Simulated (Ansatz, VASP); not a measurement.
# Cross-check of CuI (Marshite) between VASP and Ansatz, part 2 of 2

Aim: how closely do two programs agree when they are given the same cell, functional and k mesh? The cell is taken from a series of VASP runs on this material, whose earlier steps may have relaxed, scaled or displaced it; both programs get it as it stands.

VASP 6.6.1 and Ansatz 0.2.0.

So far. Step 4 (Comparison): The walks stopped with 0.00 GPa left in Ansatz and -0.01 GPa in VASP; each walk ends within a tolerance, so the volume difference is uncertain by about these residues over the bulk modulus, most in soft cells.

### 5. VASP: zone-centre phonons, LDA

Level of this step: LDA; plane waves and PAW (I, Cu) (VASP).

Second derivatives magnify differences that forces hide, and they need a tight electronic threshold. The cell compared in this pair holds 50.33 Å³, against 50.40 Å³ for the pair before.

The input, INCAR:

```
SYSTEM = CuI
PREC = Accurate
ENCUT = 450
EDIFF = 1E-08
NELM = 100
ISMEAR = 0
SIGMA = 0.03
LREAL = .FALSE.
ALGO = Normal
GGA = CA
NBANDS = 15
LORBIT = 11
LWAVE = .FALSE.
LCHARG = .FALSE.
KPAR = 4
IBRION = 8
LEPSILON = .TRUE.
ISIF = 2
```

The input, POSCAR:

```
CuI
1.0
    0.0000000000      2.9304679866      2.9304679866
    2.9304679866      0.0000000000      2.9304679866
    2.9304679866      2.9304679866      0.0000000000
I Cu
1 1
Direct
    0.0000000000      0.0000000000      0.0000000000
    0.7500000000      0.7500000000      0.7500000000
```

The input, KPOINTS:

```
Automatic mesh
0
Gamma
10 10 10
0 0 0
```

PAW data sets: I and Cu (LDA family, release 64).

On the command line:

```bash
$ mpirun -np 4 vasp_std
```

Numbers of over 12 decimals in the logs are rounded to 6 here.

The program printed:

```text
[... set-up lines as in an earlier step ...]
 entering main loop
       N       E                     dE             d eps       ncg     rms          rms(c)
DAV:   1     0.905187938422E+02    0.90519E+02   -0.69894E+03  1417   0.119E+03
DAV:   2    -0.142243968386E+01   -0.91941E+02   -0.84243E+02  1501   0.235E+02
DAV:   3    -0.716203576821E+01   -0.57396E+01   -0.56507E+01  1872   0.632E+01
DAV:   4    -0.732154017981E+01   -0.15950E+00   -0.15945E+00  1601   0.992E+00
[...]
DAV:  16    -0.699624169771E+01   -0.20681E-07   -0.12936E-07  2199   0.460E-03    0.195E-03
DAV:  17    -0.699624168719E+01    0.10513E-07   -0.22739E-08  1321   0.540E-03    0.561E-04
DAV:  18    -0.699624168654E+01    0.65529E-09   -0.33090E-09   915   0.121E-03
   1 F= -.69962417E+01 E0= -.69962417E+01  d E =-.799759E-21
 Linear response reoptimize wavefunctions to high precision
DAV:   1    -0.699624168666E+01   -0.12551E-09   -0.25908E-09  1423   0.890E-04
DAV:   2    -0.699624168671E+01   -0.47748E-10   -0.46795E-10   845   0.195E-04
 Linear response G [H, r] |phi>, progress :
  Direction:   1
[...]
RMM:  14    -0.779224411723E-01    0.71719E-08   -0.56683E-09  9688   0.291E-05    0.444E-06
 first order change of Fermi-energy   0.28000E-03
 force on displaced ion       1 direction 1 :  -3.792   0.000   0.000
 Born effective charge ion    1 direction 1 :  -0.965   0.000   0.000
 Linear response progress:
  Degree of freedom:   2/  2
       N       E                     dE             d eps       ncg     rms          rms(c)
RMM:   1    -0.246930411608E+00   -0.24693E+00   -0.12784E-01  7279   0.512E+00
RMM:   2    -0.246960894220E+00   -0.30483E-04   -0.82871E-03  7079   0.108E+00    0.869E-02
RMM:   3    -0.247314276385E+00   -0.35338E-03   -0.10787E-03  8042   0.262E-01    0.517E-02
RMM:   4    -0.247637022932E+00   -0.32275E-03   -0.10037E-04  8521   0.789E-02    0.494E-03
[...]
RMM:   9    -0.247630326070E+00    0.17916E-06   -0.61766E-09  9086   0.381E-04    0.130E-04
RMM:  10    -0.247630218609E+00    0.10746E-06   -0.25672E-09  8354   0.159E-04    0.499E-05
RMM:  11    -0.247630215200E+00    0.34094E-08   -0.41255E-10  8712   0.115E-04    0.294E-05
 first order change of Fermi-energy  -0.44860E-04
 force on displaced ion       2 direction 1 :  -3.839   0.000   0.000
 Born effective charge ion    2 direction 1 :   0.960   0.000   0.000
 Born effective charges drift removed
 Linear response finished
```

Parts of OUTCAR (step 5):

```text
  Total       -0.0023697     -0.0023697     -0.0023697     -0.0000000     -0.0000000      0.0000000
  in kB       -0.0754344     -0.0754344     -0.0754344     -0.0000000     -0.0000000      0.0000000
  external PRESSURE =      -0.0754344 kB  Pullay stress =       0.0000000 kB

 MACROSCOPIC STATIC DIELECTRIC TENSOR (including local field effects in DFT)
 ------------------------------------------------------
           6.802124     0.000000     0.000000
           0.000000     6.802124     0.000000
           0.000000    -0.000000     6.802124
 ------------------------------------------------------

 MACROSCOPIC STATIC DIELECTRIC TENSOR IONIC CONTRIBUTION
 ------------------------------------------------------
           0.873115     0.000000     0.000000
           0.000000     0.873115     0.000000
           0.000000     0.000000     0.873115
 ------------------------------------------------------

[... 2 parts as in an earlier step ...]

[... 1 further part left out ...]
```

The dielectric response converges more slowly with the mesh than energies do, so tensor and charges may still move on a finer one.

### 6. Ansatz: zone-centre phonons, LDA

The same cell, functional (in two slightly different forms) and mesh now go to Ansatz, which takes its cutoff from its data sets.

The cell is taken from a series of VASP runs on this material, whose earlier steps may have relaxed, scaled or displaced it; both programs get it as it stands.

The input, input.yaml:

```yaml
crystal:
  lattice:
    - [0.0, 2.9304679866, 2.9304679866]
    - [2.9304679866, 0.0, 2.9304679866]
    - [2.9304679866, 2.9304679866, 0.0]
  atoms:
    - { symbol: I, position: [0.0, 0.0, 0.0] }
    - { symbol: Cu, position: [0.75, 0.75, 0.75] }
hamiltonian:
  xc: lda
  pseudopotentials: { kind: paw }
kpoints:
  mp_grid: { grid: [10, 10, 10] }
scf:
  occupations: { method: fixed }
phonons:
  method: dfpt
  qpoints: [[0, 0, 0]]
  dielectric: true
  rigid_motions: translations
```

On the command line:

```bash
$ ansatz run input.yaml --threads 4 --pin off --max-ram 9216MiB --backend cpu --events-out ev --progress --plain --runs-dir out
```

The program printed:

```text
[...]
Crystal: 2 atoms, lattice volume = 50.332 Å³
Basis set: ecut = 420 eV, 941 PW (Γ), exchange–correlation on 60×60×60 points (8 copies of the dense FFT grid, shifted against one another)
Bands: 22, of which v1, the nominal top of the filled ones, is band 18 counted from 1 (17 counted from 0)
Symmetry: 24 space group operations
k-points: 171 of 1000 (irreducible under 4 space group operations, time reversal used)
[...]
165.55      1             0.5032
  optical modes at Γ + LO–TO along q̂ = [0.0000, 0.0000, 1.0000]:
      ω (cm⁻¹)  modes    IR ((D/Å)²/amu)
        155.83      2             1.0063
        165.55      1             0.5032
--- Phonons (arbitrary-q DFPT): 1 explicit q-point ---
  q = [0, 0, 0] (of the zone-centre solve; hermiticity 9.18e-7, symmetrization 8.27e-13): -0.00 0.00 0.00 155.83 155.83 155.83
  sum rule: each row above includes the acoustic sum rule's correction from the zone centre's row sums; it moved no ω² by more than (0.71 cm⁻¹)²
[key lines of the parts left out:]
SCF converged after 8 iterations
Free energy (F): -13911.799725 eV
Fermi energy:    9.337769 eV
```

Wall time 44 s (4 threads of Arm Neoverse V1, shared host); peak memory 0.95 GiB; 2.8 min of CPU time.

### 7. Comparison

Compared:

```
                                     quantity  Ansatz   VASP  difference
                                        ε∞ xx    6.83   6.80     +0.35 %
                                        ε∞ yy    6.83   6.80     +0.35 %
                                        ε∞ zz    6.83   6.80     +0.35 %
 Born charge of I1 (mean of the diagonal) (e)   -0.96  -0.96        0.00
Born charge of Cu2 (mean of the diagonal) (e)    0.96   0.96        0.00
                   optical mode 1 to 3 (cm⁻¹)   155.8  156.7     -0.55 %
```

Modes are paired by rising frequency and degeneracy, not by their patterns, so a pair may still set unlike modes beside each other.

### 8. Summary of results

```
difference in volume (relaxation of cell and atoms, LDA)                                                          : 0.052 %
r.m.s. difference of the optical zone-centre modes, each program's sorted by frequency (zone-centre phonons, LDA) : 0.86 cm⁻¹
difference in optical mode 1 to 3 (zone-centre phonons, LDA)                                                      : -0.5 %
```

In words: The difference in volume is 0.052 % (relaxation of cell and atoms, LDA), within the 1.2 % picked in this series as the mark of a large difference, as far as the stopping tolerances let one tell. Among the rows given in per cent, the largest difference of the zone-centre phonons, LDA pair is in optical mode 1 to 3, -0.5 %. Such differences can come from data sets, numerical settings and the points named under the comparisons, not from the functional's error against experiment.

[Lines on the potential files, build, host, timing and source positions are cut from VASP's logs without a mark.]

[Logs are printed without paths, hosts, clocks, repeated set-up lines and the standing remarks that a program may print on its own settings, such as how far it seeks lower states.]

[Hosts, paths, dates, database ids (printed as entryN), source tags and the programs' standing remarks are cut or masked in the printed files.]
